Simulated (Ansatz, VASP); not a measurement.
# N in VASP and in Ansatz

```
N
1.0
     6.87443    0.00000    0.00000
     0.00000    6.87443    0.00000
     0.00000    0.00000    6.87443
N
8
Direct
  0.04640 0.04640 0.04640
  0.45360 0.95360 0.54640
  0.54640 0.45360 0.95360
  0.95360 0.54640 0.45360
  0.95360 0.95360 0.95360
  0.54640 0.04640 0.45360
  0.45360 0.54640 0.04640
  0.04640 0.45360 0.54640
```

Alike in both runs: functional revPBE; k mesh 3 × 3 × 3; occupations fermi-dirac, width 0.05 eV; no spin polarisation.

Ansatz relaxed the structure, and its values are those at the end. VASP's run is a single point on that final structure, the one shown.

```csv
,VASP,Ansatz
version,VASP 6.6.1,Ansatz 0.2.0
potentials or method,"VASP PAW PBE potentials, release 64 (N)","plane waves (420 eV) with PAW, scalar-relativistic"
plane-wave cutoff (eV),520,420
valence electrons in the cell,40,40
```

```csv
,VASP,Ansatz,Ansatz less VASP
gap on the k mesh at the Fermi level (eV),7.90,7.94,+0.040
pressure (GPa),1.1,0.0,-1.13
rms of the force components (eV/Å),1.010,0.003,-1.0071
```

One of these differences is far larger than is usual between the two programs; its cause wasn't traced. The functional is the same, so the differences come from potentials, cutoffs and numerics. Ansatz warned: «xc_potential_rough_in_thin_density».

Caveats: the standard files for N, O and F lose accuracy on very short bonds; the PAW data sets were made with another functional, which shifts forces and pressure a little (VASP); an odd mesh through Γ misses points on the zone boundary, where band edges often lie. Expect the measured gap to be larger: semilocal functionals such as revPBE lack the derivative discontinuity.
